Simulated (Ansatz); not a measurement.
## Heating and cooling a random packing of B14As11

A packing of 25 atoms, thrown in at random and pushed apart as soft spheres with like charges further apart (11 As, 14 B) went through Langevin stages in a fixed cell of 15.91 Å³/atom, at one k point, without spin and with a Fermi–Dirac width of kT (0.05 eV at least). Method: DFT PBE, scalar-relativistic, plane waves, PAW in Ansatz 0.2.0.

```
thermostat (K) duration (fs) friction (1/fs) cutoff (eV) mean T (K) mean P (GPa) mean square displacement (Å²)
          4000             36            0.030          320        4563           5.6                           0.50
          4000            195            0.030          420        4510           3.8                           2.66
          2880            156            0.030          420        2905           4.8                           1.00
          1600            176            0.030          420        1799           0.4                           0.67
           300            236            0.030          420         317           0.6                           0.23
```

Means run over the second half of a stage; pressure includes the kinetic part; displacements count from the stage's start, the atoms' common shift taken off. In so short a run the atoms moved about a bond length or less in the hot stages, so this is an annealed packing, not a quenched equilibrium liquid.

Cell and atoms were then relaxed on coarser meshes and computed once more: Settings: cutoff 420 eV, Γ-centred mesh 5×5×4 on the computed 25-atom cell, Gaussian smearing of 0.10 eV; no spin polarisation.

Q: What structure is left?

A: One draw of many: 15.67 Å³/atom with no gap on the mesh, 0.38 eV/atom above the elements' standard states (static lattices, no corrections for gases) (a random packing after short dynamics, relaxed).

Counting as bonded all pairs within 1.2 times the summed covalent radii:

```json
{"atom → neighbour": "As → As", "mean count": "1.82", "mean length (Å)": "2.59", "spread (Å)": "0.07"}
{"atom → neighbour": "As → B", "mean count": "1.73", "mean length (Å)": "2.16", "spread (Å)": "0.09"}
{"atom → neighbour": "B → As", "mean count": "1.36", "mean length (Å)": "2.16", "spread (Å)": "0.09"}
{"atom → neighbour": "B → B", "mean count": "3.86", "mean length (Å)": "1.77", "spread (Å)": "0.08"}
```

Angles between all pairs of such bonds at an atom (mean ± spread): 99 ± 26° at As, 100 ± 29° at B.

```
CELL_PARAMETERS angstrom
6.69971 -1.15020 0.09203
-1.15141 7.37056 0.32614
0.09330 0.33567 8.16775
ATOMIC_POSITIONS crystal
B 0.77143 0.82447 0.08016
B 0.75867 0.23813 0.93647
B 0.86279 0.20487 0.14442
B 0.95123 0.00788 0.17888
B 0.68928 0.96250 0.22882
B 0.48442 0.07291 0.92140
B 0.36890 0.83004 0.91888
B 0.53942 0.89510 0.06208
B 0.76447 0.46825 0.88036
B 0.53332 0.48510 0.99427
B 0.51115 0.69825 0.97857
B 0.59317 0.84254 0.41203
B 0.60167 0.13135 0.11228
B 0.80316 0.60888 0.05253
As 0.83059 0.90812 0.58019
As 0.10720 0.58899 0.93221
As 0.97427 0.47761 0.22370
As 0.33151 0.86977 0.53732
As 0.61896 0.12581 0.65959
As 0.98365 0.09649 0.92566
As 0.49782 0.33376 0.22512
As 0.35700 0.28428 0.84125
As 0.47138 0.54365 0.47127
As 0.78737 0.54627 0.62289
As 0.14864 0.06889 0.37204
```

The final mesh leaves forces up to 0.16 eV/Å and stresses up to 0.4 GPa: the relaxation ran on a coarser mesh, so the cell's shape, its bonds and its energy belong partly to that mesh.

The relaxation stopped before its thresholds.

Cost: 6 runs of about 78 core-minutes in all (earlier runs that led there not counted), on Arm Neoverse V1 (shared hosts).